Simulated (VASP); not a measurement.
A VASP 6.6.1 single-point calculation on SiC

INCAR

```
EDIFF = 1E-7
ISIF = 2
NBANDS = 11
LWAVE = .FALSE.
NELM = 120
LREAL = .FALSE.
ISMEAR = 0
METAGGA = R2SCAN
LCHARG = .FALSE.
NSW = 0
ENCUT = 520
PREC = Accurate
SIGMA = 0.01
ALGO = Normal
LASPH = .TRUE.
IBRION = -1
```

KPOINTS

```
KPOINTS created by Atomic Simulation Environment
0
Monkhorst-Pack
10 10 10
0 0 0
```

POSCAR

```
Si C
 1.0000000000000000
     0.0000000000000000    2.2433939216000001    2.2433939216000001
     2.2433939216000001    0.0000000000000000    2.2433939216000001
     2.2433939216000001    2.2433939216000001    0.0000000000000000
 Si  C
   1   1
Cartesian
  0.0000000000000000  0.0000000000000000  0.0000000000000000
  1.1216969608000000  1.1216969608000000  1.1216969608000000
```

The recommended PBE PAW datasets give the neutral cell 8 valence electrons.

Command

```
mpirun -np 1 vasp_std
```

Q: How does this run end, and what does it give?

A: It converged. Results: gap between bands v and c on the k mesh 1.99 eV; least direct gap on the k mesh 5.08 eV; pressure -17.0 GPa. Band v is the last that the valence electrons fill when counted band by band, and c is the next.

OSZICAR

```
N       E                     dE             d eps       ncg     rms          rms(c)
DAV:   1    -0.119160660798E+01   -0.11916E+01   -0.39902E+03  2484   0.625E+02
DAV:   2    -0.213725674341E+02   -0.20181E+02   -0.19372E+02  3093   0.111E+02
DAV:   3    -0.220674639274E+02   -0.69490E+00   -0.69333E+00  2969   0.170E+01
DAV:   4    -0.220705457760E+02   -0.30818E-02   -0.30817E-02  2775   0.144E+00
DAV:   5    -0.220705604311E+02   -0.14655E-04   -0.14655E-04  2968   0.942E-02    0.829E+00
DAV:   6    -0.191623993510E+02    0.29082E+01   -0.48771E+00  2705   0.100E+01    0.451E+00
DAV:   7    -0.192068419559E+02   -0.44443E-01   -0.39828E-01  2955   0.368E+00    0.226E+00
DAV:   8    -0.192169902569E+02   -0.10148E-01   -0.19487E-02  2543   0.106E+00    0.128E-01
DAV:   9    -0.192172864278E+02   -0.29617E-03   -0.57696E-04  3598   0.192E-01    0.111E-01
DAV:  10    -0.192173778045E+02   -0.91377E-04   -0.85447E-05  2675   0.773E-02    0.117E-02
DAV:  11    -0.192173760844E+02    0.17201E-05   -0.53497E-06  3087   0.133E-02    0.353E-03
DAV:  12    -0.192173761910E+02   -0.10656E-06   -0.19806E-07  2646   0.370E-03    0.906E-04
DAV:  13    -0.192173761339E+02    0.57069E-07   -0.12842E-08  1567   0.680E-04
   1 F= -.19217376E+02 E0= -.19217376E+02  d E =-.912026E-29
```

The shifted mesh misses Γ, so a band edge there is missed.

For comparison, a separate r²SCAN run of the intended cell, on usual settings and not on those above, gives a gap of 1.77 eV on its mesh and a pressure of -17.0 GPa.
